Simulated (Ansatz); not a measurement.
Runs of Ansatz 0.2.0 on CoO. The structure is trigonal, space group R-3m (No. 166). Conventional cell: a = 3.011 Å, b = 3.011 Å, c = 7.320 Å, α = 90.00°, β = 90.00°, γ = 120.00°. Co (site symmetry -3m) is surrounded by 6 O at 2.12 Å. Around O (site symmetry -3m) lie 6 Co at 2.12 Å. The cell is a database's computed one.

| task | level | potentials or basis | spin | cutoff (eV) | basis error allowed | gap on the mesh (eV) | pressure (GPa) | moment (μB) | V0 of scaled cells (Å³/atom) | B0 (GPa) |
| --- | --- | --- | --- | --- | --- | --- | --- | --- | --- | --- |
| band structure | PBE | all-electron LAPW, scalar-relativistic | collinear, ferromagnetic start | 363 | 0.001 eV/atom | - | (b) | 2.90 | - | - |
| equation of state | PBEsol | all-electron LAPW, scalar-relativistic | collinear, ferromagnetic start | - | 0.001 eV/atom | - | - | - | 9.07 | 182 |
| band structure | PBEsol | all-electron PAW datasets made for the crystal | collinear, ferromagnetic start | 400 | - | - | -9.2 | 2.94 | - | - |
| single point | PBEsol | all-electron LAPW, scalar-relativistic | collinear, ferromagnetic start | 362 | 0.001 eV/atom | none | -9.2 | 2.94 | - | - |
| equation of state | PBEsol | all-electron LAPW, scalar-relativistic | collinear, ferromagnetic start | - | 0.0005 eV/atom | - | - | - | 9.07 | 182 |
| band structure | PBEsol | all-electron LAPW, inner shells corrected to Dirac's equation | collinear, ferromagnetic start | 362 | 0.001 eV/atom | - | -9.2 | 2.94 | - | - |
| single point | PBEsol | all-electron LAPW, scalar-relativistic | off | 362 | 0.001 eV/atom | none | -27.1 | - | - | - |
| band structure | PBEsol | all-electron LAPW, non-relativistic | collinear, ferromagnetic start | 363 | 0.001 eV/atom | - | (a) | 2.91 | - | - |

Alike in all rows: cell as given; k mesh 11 × 11 × 11; smearing fermi-dirac 0.05 eV.

Q: Fill in the values left out.

A: (a) -8.3; (b) -0.1.

Caveats: semilocal functionals often make such compounds metallic where correlation or magnetic order opens a gap, which also shifts bond lengths (some runs); a cell with one magnetic atom can't hold antiferromagnetic order, which such compounds often take (some runs); the cell was scaled at fixed shape and fractional positions, which overstates the stiffness of a crystal with free parameters, most of all of layers and chains (some runs); an odd number of electrons without spin polarisation forces a metal (some runs); a magnetic or distorted state may lie lower (some runs).

A k mesh can miss the band edges.

A gap of «none» marks a metal or a gap under the smearing width.

Not every run made on this cell is shown here.
